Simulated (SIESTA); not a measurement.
CdTe under changes of volume

One of the cells (32.922 Å³/atom); the others are scaled copies at fixed shape and fractional positions:

```xyz
2
Lattice="0.0000 3.2050 3.2050 3.2050 0.0000 3.2050 3.2050 3.2050 0.0000" Properties=species:S:1:pos:R:3 pbc="T T T"
Te    4.8075    4.8075    4.8075
Cd    0.0000    0.0000    0.0000
```

```yaml
Program: SIESTA 5.4.2
Functional: RPBE
Potentials_or_basis: PseudoDojo 0.4 standard (PBE files)
Basis: DZP (energy shift 0.002 Ry)
Grid_cutoff: 800 Ry
Energy_shift: 0.002 Ry
k_mesh: 7 × 7 × 7
Occupations: fermi-dirac, width 0.05 eV
Spin: no spin polarisation
```

```tsv
volume (Å³/atom)	energy over the lowest point (meV/atom)	pressure (GPa)	gap on the mesh (eV)
30.947	160.19	10.7	1.65
31.605	?	?	?
32.263	85.19	7.6	1.47
32.922	56.72	6.3	1.39
33.580	33.05	5.2	1.30
34.239	13.98	4.1	1.23
34.897	0.00	3.1	1.15
```

Question: What does the run at 31.605 Å³/atom give?

Answer: Energy over the lowest point 119.41 meV/atom; pressure 9.1 GPa; gap on the mesh 1.56 eV.

Worked out: A Birch-Murnaghan fit of order 3 (a polynomial in V^(-2/3)) to the other rows has no minimum within the range. It gives 119.73 meV/atom at 31.605 Å³/atom, against the run's 119.41, and -dE/dV = 9.1 GPa, against 9.1. A straight line through the other rows of the gap, of slope -4.15 eV per unit of ln V (its deformation potential), gives 1.56 eV, against the run's 1.56.

Energies are extrapolated to zero smearing.

Caveats: semicore shells carry a single zeta, which can move pressures by several GPa and volumes by a few percent; the potentials were made for another functional, which shifts forces and pressure; spin-orbit coupling is left out, which moves the levels of the heavy elements; an odd mesh through Γ misses points on the zone boundary, where band edges often lie; the basis of atomic orbitals isn't converged, which shifts pressures, moduli and gaps.
